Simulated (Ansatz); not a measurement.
# CdS (Hawleyite) (F-43m) in Ansatz: relaxation of cell and atoms with BLYP+D3(BJ)

Aim: the relaxation of cell and atoms of CdS (Hawleyite) with BLYP+D3(BJ).

All numbers are computed with Ansatz 0.2.0; they aren't measurements. Logs are shortened: lines on timing, memory, paths and dates and some standing lists are left out, and cuts for length are marked.

## 1. The undisturbed crystal

The structure is cubic, space group F-43m (No. 216). The conventional cell has a = 5.833 Å, b = 5.833 Å, c = 5.833 Å, α = 90.00°, β = 90.00°, γ = 90.00°. Cd (site symmetry -43m) has 4 S at 2.53 Å as nearest neighbours. S (site symmetry -43m) is surrounded by 4 Cd at 2.53 Å.

## 2. Relaxation of cell and atoms, BLYP+D3(BJ), non-collinear spin, ferromagnetic start, spin-orbit coupling (volume scaled by 1.04)

input.yaml

```yaml
crystal:
  lattice:
    - [0.0, 2.9548794012, 2.9548794012]
    - [2.9548794012, 0.0, 2.9548794012]
    - [2.9548794012, 2.9548794012, 0.0]
  atoms:
    - { symbol: Cd, position: [0.0, 0.0, 0.0], spin: 0.501, spin_axis: [0.354, 0.354, 0.0] }
    - { symbol: S, position: [0.75, 0.75, 0.75] }
hamiltonian:
  xc: blyp
  pseudopotentials: { kind: paw_fr }
  dispersion: d3bj
magnetization:
  noncollinear: true
  spin_orbit: true
kpoints:
  mp_grid: { grid: [8, 8, 8] }
scf:
  occupations: { method: fermi_dirac, width: 0.05 }
output:
  forces: true
  stress: true
  write_density: true
  write_potential: true
  elf: true
  volumetric_format: npy
relax:
  f_tol: 0.01
  max_steps: 40
  cell: { stress_tol: 0.05 }
```

Potentials or basis: Ansatz PAW.

Launch:

```console
$ ansatz run input.yaml --threads 1 --pin off --max-ram 2560MiB --backend cpu --events-out ev --progress --plain --runs-dir out
```

Output:

```text
Warning: RAYON_NUM_THREADS=1 ignored (pool sized by the plan → 1); use --threads N
Engine: ansatz 0.2.0, aarch64-unknown-linux-gnu
Pseudopotentials: kind: paw_fr
Pseudopotential: Cd, paw_fr, valence charge 20, recommended cutoff 420 eV (normal), Cd.paw.azcp#standard-fr
Pseudopotential: S, paw_fr, valence charge 6, recommended cutoff 420 eV (normal), S.paw.azcp#standard-fr
Functional definition: BLYP
  parameter beta = 0.0042
  parameter a = 0.04918
  parameter b = 0.132
  parameter c = 0.2533
  parameter d = 0.349
  exchange = b88_x(beta = beta)
  correlation = lyp_c(a = a, b = b, c = c, d = d)
Crystal: 2 atoms, lattice volume = 51.600 Å³
Basis set: ecut = 420 eV, 965 PW (Γ), exchange–correlation on 60×60×60 points (8 copies of the dense FFT grid, shifted against one another)
Bands: 34, of which v1, the nominal top of the filled ones, is band 26 counted from 1 (25 counted from 0)
Symmetry: 2 space group operations + 2 with time reversal
Magnetic group: BNS 44.231 (UNI 329), of the structure as read, at distance tolerance 3.7e-5 Å
k-points: 164 of 512 (time reversal used)
Projection manifold: j_resolved (fully-relativistic pseudo-atomic orbitals)
Non-local potential: Cd, projectors of the file, l = 0: 3, l = 1: 4, l = 2: 4, l = 3: 2
Non-local potential: S, projectors of the file, l = 0: 2, l = 1: 4, l = 2: 4
PAW form: soft (Blöchl's): semilocal exchange-correlation on the pseudo side does not see the compensation charge
PAW frozen core: Cd, regenerated for the run's functional, and the local potential with it (the file was generated under x = pbe(κ = 0.804, μ = 0.2195149727645171), c = pbe(β = 0.06672455060314922))
PAW frozen core: S, regenerated for the run's functional, and the local potential with it (the file was generated under x = pbe(κ = 0.804, μ = 0.2195149727645171), c = pbe(β = 0.06672455060314922))
PAW one-centre angular grid: Cd, 590 points (default); XC on its mesh's 2777 points in the sphere
PAW one-centre angular grid: S, 110 points (default); XC on its mesh's 2563 points in the sphere
Initial density: superposition of atomic densities (chi_scale 0.1, normalization cell, long waves kept (reshape's long-wave potential 0.00 eV rms))
Starting moments: Σ|m| = 0.501 μB on 1 of 2 sites
Initial wavefunctions: pseudopotential atomic-orbital guess
Functional: x = b88, c = lyp
iter 1 solved again at ethr=1.77e-3 eV; its pass at ethr=3.10e-3 eV (dr2=4.61e-1 eV) is discarded
SCF iter   1: F=—  HF=-9182.174170 eV  |F-HF|=—  |Δ(HF+E_count)|=         —  Δρ=3.01e-2  dr2=4.45e-1  dr2_m=2.14e-1  ethr=1.77e-3  |M|=2.03e-5 ∫|m|=3.26e-2 μB  |m|>n=0.0e0 m-floor=0.0e0 τ_xc=6.9e-19  β_m=0.30  ⟨swp⟩=1.2  Hψ=37328  notcnv=0
preconditioner: auto → none  [insulator: Δε(μ)=1.248 eV  Ē_g=12.503 eV  σ=0.050 eV  W_gap=1.00  n_scr=14 (ndim 8)  ℏωp=21.9 eV  f_vac=0.088  D(μ)=0.00/eV (n_scr^D=0)  ε∞_Penn≈4.1]
[... 50 lines left out ...]
SCF converged after 5 iterations
Stability not checked: this state was not tested for a lower state beside it, because this non-collinear magnet's GGA is evaluated by the locally collinear projection, under which the energy is not smooth in the magnetisation (locally_collinear_gga; see scf.lower_state_search)
Magnetization: |M| = 0.0000 μB,  M = (-0.0000, -0.0000, -0.0000) μB
Absolute magnetization: 0.0000 μB (∫|m|, with the PAW one-centre terms)
  site 0: m = (+0.0000, +0.0000, -0.0000) μB, |m| = 0.0000 μB  (R = 1.05 Å)
  site 1: m = (-0.0000, -0.0000, +0.0000) μB, |m| = 0.0000 μB  (R = 1.05 Å)
Free energy (F): -9182.102201 eV
Harris-Foulkes:  -9182.102201 eV  (|F-HF|=7.28e-12)
Internal energy: -9182.102201 eV  (E = F + TS)
E sigma→0 (E₀):  -9182.102201 eV
Entropy (-TS):   -0.000000 eV (-0.000 meV/atom)
Fermi energy:    7.620082 eV
--- Per-component energies (eV) ---
  E_band       = -503.622248
  E_kinetic    = 613.422176
  E_local      = -4034.375700  (includes V_loc(G=0)·N_el)
  E_nonlocal   = 58.184411
  E_hartree    = 1852.338352
  E_xc         = -271.484157
  E_vxc        = -304.461992  (∫ρ·V_xc dr)
  E_paw        = -4708.420464  (= ΣΔE_a)
  E_vpaw       = -541.067730  (= ΣTr[D̂ρ^β])
  E_aug_tail   = 0.000016  (compensation charges beyond the density's cutoff)
  E_ewald      = -2690.544137
  E_disp       = -1.319585  (pairwise vdW)
  E_core_change = 0.096886  (= ΣΔE_core)
  E_smearing   = -0.000000  (= −TS)
  E_closure    = -0.000000  (closes the sum)
  Σ components = -9182.102201   (vs F -9182.102201, Δ=0.00e0)
--- Forces (eV/Å), atoms counted from 1 ---
  atom   1  Cd     0.00000000     0.00000000     0.00000002
  atom   2  S     -0.00000000    -0.00000000     0.00000002
  max |Σ_I F_I| component: 3.79e-8 eV/Å
--- Stress (GPa, compression-positive) ---
        0.014855      -0.000000      -0.000000
       -0.000000       0.014855      -0.000000
       -0.000000      -0.000000       0.014855
  P = ⅓ Tr σ = 0.0149 GPa (0.149 kbar)
--- Band table (eV; the first three rows and the last of 164) ---
  k-point 0: bands = ["-94.2473", "-94.2473", "-59.3765", "-59.3765", "-53.5262", "-53.5262", "-53.5262", "-53.5262", "-5.2237", "-5.2237", "-0.9288", "-0.9288", "-0.9288", "-0.9288", "-0.4187", "-0.4187", "-0.0710", "-0.0710", "-0.0710", "-0.0710", "7.0170", "7.0170", "7.0666", "7.0666", "7.0666", "7.0666", "8.1058", "8.1058", "13.2893", "13.2893", "13.7193", "13.7193", "13.7193", "13.7193"]
  k-point 1: bands = ["-94.2473", "-94.2473", "-59.3765", "-59.3765", "-53.5263", "-53.5263", "-53.5263", "-53.5263", "-5.1646", "-5.1646", "-0.9345", "-0.9039", "-0.8860", "-0.8860", "-0.3868", "-0.3868", "-0.0795", "-0.0732", "-0.0732", "-0.0388", "6.0311", "6.0311", "6.9150", "6.9150", "6.9398", "6.9621", "8.9474", "8.9474", "13.2501", "13.2501", "13.7028", "13.7028", "13.9077", "13.9090"]
  k-point 2: bands = ["-94.2473", "-94.2473", "-59.3766", "-59.3766", "-53.5265", "-53.5265", "-53.5263", "-53.5263", "-5.0213", "-5.0213", "-0.9213", "-0.8779", "-0.7568", "-0.7568", "-0.3084", "-0.3084", "-0.0540", "-0.0449", "-0.0449", "0.0045", "4.5998", "4.5998", "6.6479", "6.6479", "6.6741", "6.7048", "9.7412", "9.7412", "13.3168", "13.3168", "13.9626", "13.9626", "14.1944", "14.1979"]
  k-point 163: bands = ["-94.2473", "-94.2473", "-59.3765", "-59.3765", "-53.5264", "-53.5264", "-53.5263", "-53.5263", "-5.0776", "-5.0774", "-0.9176", "-0.8790", "-0.8473", "-0.7966", "-0.3481", "-0.3245", "-0.0832", "-0.0662", "-0.0646", "-0.0026", "5.2666", "5.2801", "6.3893", "6.4140", "6.8663", "6.8897", "9.6823", "9.6982", "13.0256", "13.0864", "13.8512", "13.9112", "14.1359", "14.1519"]
--- Relaxed structure (2 steps of the walk, 2 accepted, 1 SCFs on fresh bases) ---
  F+E_penalty+E_count = -9182.10220142 eV   max|allowed force component| = 3.481e-9 eV/Å   (the final SCF, on the basis selected at the relaxed cell)
  cell:  # Å, volume = 50.4183 Å³
    - [-3.3641039434375655e-10, 2.932149616695299, 2.9321496166581498]
    - [2.932149616695299, -3.3641039434375655e-10, 2.9321496166581498]
    - [2.9321496163588887, 2.9321496163588887, 5.503001795527237e-33]
  atoms:
    - { symbol: Cd, position: [9.885014580861142e-11, 9.885014580861142e-11, -9.885014580861142e-11] }
    - { symbol: S, position: [0.7499999999011498, 0.7499999999011498, 0.7500000000988502] }
```

v_z.tsv:

```text
# z_ang	v_es[eV]	v_tot[eV]	b_x[eV]	b_y[eV]	b_z[eV]
# format = ansatz-planar-average/11
# xc	blyp
# density_cutoff_ev	1680
# datasets	Cd=:simpson_from_first_knot:soft:shift=-454192	S=:simpson_from_first_knot:soft:shift=-485926
# lattice	-0.000000000	2.932149617	2.932149617
# lattice	2.932149617	-0.000000000	2.932149617
# lattice	2.932149616	2.932149616	0.000000000
# sites	2
# site	48	-0.000000000	0.000000000	0.000000001
# site	16	4.398224425	4.398224425	4.398224424
0.000000	2.528934e0	-8.600773e0	-8.755185e-8	-8.755185e-8	-4.438214e-9
0.138223	3.169097e0	-7.529264e0	-9.020787e-8	-9.020787e-8	-5.561684e-9
0.276446	3.811896e0	-6.330103e0	-1.020668e-7	-1.020668e-7	-6.187022e-9
0.414669	4.503969e0	-5.001847e0	-1.016322e-7	-1.016322e-7	-7.072593e-9
0.552891	5.248308e0	-3.562575e0	-1.070104e-7	-1.070104e-7	-5.601761e-9
0.691114	6.060703e0	-2.029610e0	-1.131230e-7	-1.131230e-7	-4.677554e-9
[... 22 lines left out ...]
3.870240	1.077927e0	-1.046332e1	-7.184090e-8	-7.184090e-8	-2.444793e-9
4.008463	1.819868e0	-9.595091e0	-8.088220e-8	-8.088220e-8	-2.759386e-9
```

Run time: 4.1 min. Hardware: 1 thread of Arm Neoverse V2, shared host; peak memory 0.8 GiB.

What came out:

```yaml
Free_energy: -9182.1022 eV
Relaxed_volume: 25.21 Å³/atom
Relaxed_cell: a = 4.147 Å, b = 4.147 Å, c = 4.147 Å, α = 60.00°, β = 60.00°, γ = 60.00°
Space_group_after_relaxing_to_0.05_Å: F-43m (No. 216)
Energy_gained_by_relaxing: 2.4 meV/atom
Ionic_steps: 3
Pressure_after_relaxing: 0.0 GPa
Band_gap_on_the_k_mesh: 1.04 eV, direct
Net_moment: 0.00 μB per cell
Absolute_moment: 0.00 μB per cell
```

Step by step:
| step | energy change (eV) | largest force (eV/Å) | volume (Å³) |
| --- | --- | --- | --- |
| 1 | 0.0000 | 0.0000 | 51.60 |
| 2 | -0.0049 | 0.0000 | 50.42 |
| 3 | -0.0047 | 0.0000 | 50.42 |

Final structure:
```yaml
crystal:
  lattice:
    - [0.00000, 2.93215, 2.93215]
    - [2.93215, 0.00000, 2.93215]
    - [2.93215, 2.93215, 0.00000]
  atoms:
    - { symbol: Cd, position: [0.00000, 0.00000, 0.00000] }
    - { symbol: S, position: [0.75000, 0.75000, 0.75000] }
```

Levels at points of the mesh, in eV from the valence-band top:
| k point | band 23 | band 24 | band 25 | band 26 | band 27 | band 28 | band 29 | band 30 |
| --- | --- | --- | --- | --- | --- | --- | --- | --- |
| (0.00, 0.00, 0.00) | 0.00 | 0.00 | 0.00 | 0.00 | 1.04 | 1.04 | 6.22 | 6.22 |
| (0.00, 0.00, -0.50) | -0.76 | -0.76 | -0.72 | -0.72 | 2.93 | 2.93 | 6.90 | 6.90 |
| (0.00, -0.50, 0.00) | -0.76 | -0.76 | -0.72 | -0.72 | 2.93 | 2.93 | 6.90 | 6.90 |
| (0.00, -0.50, -0.50) | -1.83 | -1.83 | -1.81 | -1.81 | 3.65 | 3.65 | 4.29 | 4.29 |
| (-0.50, -0.50, 0.00) | -1.83 | -1.83 | -1.81 | -1.81 | 3.65 | 3.65 | 4.29 | 4.29 |

Moments on the atoms (μB; x, y, z):
```
Cd  0.00 0.00 0.00
S   0.00 0.00 0.00
```

Caveat: the plane-wave basis is chosen anew once the cell has moved, so the energies of steps on either side of that aren't comparable; the PAW data sets come from PBE, with cores solved anew for the run's functional, which leaves a small shift of forces and pressure; the starting moments weren't kept.
